A pressure of 1 GPa shrinks cubic boron nitride by only about a quarter of one per cent. The bulk modulus expresses this resistance: it is the pressure divided by the fractional loss of volume, for small changes. A calculation that misjudges it for one crystal may misjudge it in a similar way for another with the same kind of bonding. If so, the known crystals below should let us forecast what the same calculation gives for rhodium, a metal, and silicon carbide, a covalent solid.

Bulk moduli of cubic crystals, computed with ABINIT 10.8.3 using PBE and the D4 dispersion correction (dftd4 4.3.1), without spin polarisation or spin–orbit coupling and with Fermi–Dirac smearing of 0.05 eV. Each computed modulus is taken at the minimum of a curve fitted to the energies at seven volumes, from 6% below to 6% above that of the given cell.

| formula | space group | volume of the given cell (Å³/atom) | potentials or basis | wave cutoff (eV) | k-mesh | computed bulk modulus (GPa) | measured bulk modulus (GPa) | range of the values found (GPa) | what was measured, and how | source | computed over measured, less one (%) |
| --- | --- | --- | --- | --- | --- | --- | --- | --- | --- | --- | --- |
| Ta | Im-3m | 18.01 | JTH PAW PBE v2.0 | 517.0 | 11x11x11 | 201.5 | 194 | 194 to 198 | experimental value at ambient conditions; not stated; bulk crystal | arXiv:1910.08312 (2019) | 3.9 |
| SiC | F-43m | 10.35 | JTH PAW PBE v2.0 | 544.2 | 10x10x10 | ? | ? | ? | ? | ? | ? |
| Rh | Fm-3m | 13.67 | JTH PAW PBE v2.0 | 435.4 | 12x12x12 | ? | ? | ? | ? | ? | ? |
| W | Im-3m | 15.85 | JTH PAW PBE v2.0 | 408.2 | 12x12x12 | 315.4 | 307 | one value | isotropic polycrystalline bulk modulus K, bounded above by the literature value in the fit; surface Brillouin spectroscopy; bulk crystal | arXiv:1710.07581 (2017) | 2.7 |
| Ir | Fm-3m | 14.06 | JTH PAW PBE v2.0 | 435.4 | 12x12x12 | 381.4 | 339 | one value | B0 at ambient pressure, third-order Birch-Murnaghan; high-pressure powder XRD; powder | pmc:6586894 (2019) | 12.5 |
| BN | F-43m | 5.96 | JTH PAW PBE v2.0 | 707.5 | 13x13x13 | 385.2 | 395 | 395 to 400 | isothermal B0, Vinet fit; equation-of-state measurement; bulk crystal | arXiv:1208.3664 (2012) | -2.5 |

The three known metals come out stiffer than measured, while boron nitride comes out 2.5% softer. Tantalum and tungsten exceed their measured values by a few per cent, and noise in their computed energies blurs the difference between them. Tungsten's energies scatter most about the fitted curve, by 0.39 meV per atom, though its run converged without a warning and the minimum lies inside the range of volumes. The general notes on the data call such a fit doubtful and the wave cutoff too short for stresses, but those cautions come from the data makers' tests on other systems, not from this run. The modulus is taken from energies rather than stresses, yet the scatter still leaves tungsten's contribution to any average over the metals somewhat uncertain. Iridium stands apart with an excess of 12.5%. Its comparison rests on one value, which a program read out of the cited paper and no second source here confirms, so part of that excess may belong to the reference. Tungsten's reference has a weakness too: it was capped by a literature value in its own analysis, so it isn't a fully independent measurement.

To see how such deviations arise, consider two limits. When atoms are pulled far apart, the energy hardly changes with distance and the stiffness fades away. When they are pushed together, their electron clouds repel ever more strongly and the energy curve steepens. The bulk modulus is the volume times the curvature of energy against volume, so a calculation that settles on slightly too large a volume tends to find too soft a crystal.

Boron nitride shows how strong this lever is. Its energy curve has its minimum at a volume 1.6% below that of the given cell. Stretched back to the given cell, the crystal would have a modulus of about 362 GPa instead of 385 GPa, a loss of some 6%. A volume change that looks harmless thus shifts the stiffness by more than boron nitride's whole deviation from experiment.

Two parts of the theory pull on the volume in opposite directions. The density functional, PBE, tends to make bonds somewhat too long and therefore too soft. The dispersion correction, D4, adds an attraction between atoms that draws them together. In a dense metal this attraction can be too strong, because mobile electrons screen the forces that a sum over atoms describes. That could contribute to the stiffness of the metals, but a test would need the same runs without the correction. Iridium fits this explanation badly: it has the largest excess, yet its energy minimum lies about 0.3% above the volume of the given cell, not below it. The given cells come from databases and needn't match the measured volumes, so this counts only as a hint. For boron nitride, overlong bonds remain a possible cause of the slight softness. A computed volume that looks right beside the measured one wouldn't exclude them, because heat and zero-point motion swell the real crystal and are absent from the calculation.

The forecast takes a rough measured modulus and shifts it by the deviation typical of the bonding class. For rhodium, the class is represented by the three known metals, whose mean deviation is 6.4%. With a rough recalled modulus of 270 GPa, the estimate is

$$B_{\mathrm{Rh}} \approx 270\ \mathrm{GPa} \times (1 + 0.064) \approx 287\ \mathrm{GPa}.$$

The error bar is a judgement, plus or minus 28 GPa. It has to cover two limiting cases: a calculation with no error for rhodium would give 270 GPa, and one that repeats iridium's whole excess would give 304 GPa. The second case deserves attention because iridium sits directly below rhodium in the periodic table and has the same crystal structure.

For silicon carbide, boron nitride is the only guide. A rough recalled modulus of 220 GPa, lowered by 2.5%, becomes about 215 GPa, with a judged bar of plus or minus 15 GPa. Rhodium should therefore lie above its measured value and silicon carbide slightly below. The second statement is less secure, since a single crystal speaks for the whole covalent class.

Silicon carbide also allows an estimate that needs no measured modulus. Both crystals have the same tetrahedral network, and in such solids the covalent splitting between bonding and antibonding states falls roughly as $d^{-2.5}$, where $d$ is the bond length. Taken as a measure of bond strength and spread over a bond tube of fixed width, whose volume grows as $d$, it gives a stiffness proportional to $d^{-3.5}$. The longer bonds of silicon carbide then bring boron nitride's modulus down to about 199 GPa.

The withheld rows as computed:

| formula | space group | volume of the given cell (Å³/atom) | potentials or basis | wave cutoff (eV) | k-mesh | computed bulk modulus (GPa) | measured bulk modulus (GPa) | range of the values found (GPa) | what was measured, and how | source | computed over measured, less one (%) |
| --- | --- | --- | --- | --- | --- | --- | --- | --- | --- | --- | --- |
| SiC | F-43m | 10.35 | JTH PAW PBE v2.0 | 544.2 | 10x10x10 | 219.5 | 225 | one value | bulk modulus B; quoted earlier experiment; bulk crystal | pmc:9505936 (2022) | -2.4 |
| Rh | Fm-3m | 13.67 | JTH PAW PBE v2.0 | 435.4 | 12x12x12 | 282.8 | 264 | one value | K0 from ultrasound; ultrasound; bulk crystal | pmc:11535440 (2024) | 7.1 |

Both computed values fall inside their bars, and both deviations have the forecast sign. Rhodium comes out at 283 GPa, 4 GPa below the forecast. That hit alone is weak evidence for a shared metallic error, because the bar was wide enough to include the case of no error at all. Against its tabled measurement rhodium is 7.1% too stiff, close to the mean of the other metals and well short of iridium's excess. None of the three lies near that mean, however. It falls between two small excesses and one large one, so the closeness may be partly luck.

The tabled measurement offers one possible reason for the small miss. It is 264 GPa, lower than the rough value used in the forecast. Like those for iridium and silicon carbide, it is a single value read out of a paper by a program, so it may itself be off. Shifted by the same metallic mean, it leads to 281 GPa, now 2 GPa below the calculation. Repeating iridium's full excess would have overshot from either starting value, so the closest chemical relative was a poorer guide than the average over the metals. This fits the suspicion that iridium's deviation is inflated by its reference, though an error peculiar to iridium would look the same.

Silicon carbide comes out at 220 GPa, 5 GPa above the forecast. The rough starting value lies below the tabled measurement of 225 GPa, and lowering that measurement by boron nitride's 2.5% reproduces the computed value to within 1 GPa. Such close agreement should not be taken at face value. The measurements found for boron nitride run from 395 to 400 GPa, and choosing the upper end would change its deviation by more than one percentage point.

There is a sharper warning in the same row. The rough value of 220 GPa, left uncorrected, would have matched the calculation better than the forecast did, because it happens to lie below the tabled measurement by nearly as much as the correction would take off. When a systematic deviation is only a few per cent, the quality of the measured modulus matters as much as the correction applied to it. The finite wave cutoffs and k-meshes add errors of their own, whose size wasn't tested here.

The bond-length estimate misses by more, about 21 GPa on the low side. It captures the main fact, that longer bonds make silicon carbide a little more than half as stiff as boron nitride. It treats the bonds as alike in everything but length, however. How unevenly the two atoms share their electrons is left out, and so is the larger core of silicon. Either could contribute to a miss of a tenth, but this comparison can't tell them apart.

For someone who uses such moduli to estimate how a part shrinks under pressure, the direction of the error matters. In these metals the calculation promises too little compression, and in the two covalent crystals slightly too much. Heat and the zero-point motion of the atoms, which soften real crystals, are absent from the calculation. They should account for some of the metals' excess, but for the covalent crystals they work the other way: including them would widen the gap to experiment. The printed output after this text sets the forecasts beside the computed values.

Output of the analysis:

```
mean deviation of the three known metals, %: 6.367
deviation of BN, %: -2.5
BN fitted volume relative to the given cell, %: -1.578
BN modulus estimated at the given cell volume, GPa: 362.1
forecast for Rh, GPa: 287.2
judged error bar for Rh, plus or minus GPa: 28
rival for Rh with the whole excess of Ir, GPa: 303.8
forecast for SiC, GPa: 214.5
judged error bar for SiC, plus or minus GPa: 15
rival for SiC from BN by the bond-length law, GPa: 198.6
computed modulus of Rh, GPa: 282.8
forecast less computed for Rh, GPa: 4.39
computed modulus of SiC, GPa: 219.5
forecast less computed for SiC, GPa: -5
tabled measured modulus of Rh, GPa: 264
deviation of computed from measured for Rh, %: 7.1
tabled measured modulus of SiC, GPa: 225
deviation of computed from measured for SiC, %: -2.4
Rh after the reveal, tabled measured value with the mean metal deviation, GPa: 280.8
SiC after the reveal, tabled measured value with the deviation of BN, GPa: 219.4
```
